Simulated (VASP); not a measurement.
The system is In.

```xyz
1
Lattice="-1.6947 1.6947 2.2974 1.6947 -1.6947 2.2974 1.6947 1.6947 -2.2974" Properties=species:S:1:pos:R:3 pbc="T T T"
In    0.0000    0.0000    0.0000
```

- Program: VASP 6.6.1
- Task: relaxation of cell and atoms
- Functional: PBEsol
- Potentials or basis: VASP PAW PBE potentials, release 64 (In_d)
- Cutoff: 300 eV
- k mesh: 18 × 18 × 18
- Occupations: gaussian, width 0.1 eV
- Spin: no spin polarisation

At the start: pressure -1.9 GPa; volume 26.39 Å³/atom.

Where does the relaxation end?

Over 11 steps the energy falls by 8.2 meV/atom and the volume is 25.27 Å³/atom (-4.3 %); space group Fm-3m (No. 225, to 0.05 Å).

Step by step:
| step | energy change (eV) | largest force (eV/Å) | pressure (GPa) | volume (Å³) |
| --- | --- | --- | --- | --- |
| 1 | 0.0000 | 0.0000 | -1.86 | 26.39 |
| 2 | -0.0073 | 0.0000 | -0.01 | 25.24 |
| 3 | -0.0073 | 0.0000 | -0.01 | 25.23 |
| 4 | -0.0074 | 0.0000 | -0.01 | 25.23 |
| 5 | -0.0075 | 0.0000 | 0.00 | 25.24 |
| 6 | -0.0079 | 0.0000 | -0.01 | 25.26 |
| 7 | -0.0082 | 0.0000 | -0.05 | 25.29 |
| 8 | -0.0082 | 0.0000 | -0.05 | 25.30 |
| 9 | -0.0082 | 0.0000 | -0.05 | 25.30 |
| 10 | -0.0081 | 0.0000 | 0.24 | 25.14 |
| 11 | -0.0082 | 0.0000 | 0.00 | 25.27 |

Final structure:
```yaml
crystal:
  lattice:
    - [-1.64387, 1.64387, 2.33754]
    - [1.64387, -1.64387, 2.33754]
    - [1.64387, 1.64387, -2.33754]
  atoms:
    - { symbol: In, position: [0.00000, 0.00000, 0.00000] }
```

Caveat: the PAW data sets were made with another functional, which shifts forces and pressure a little.
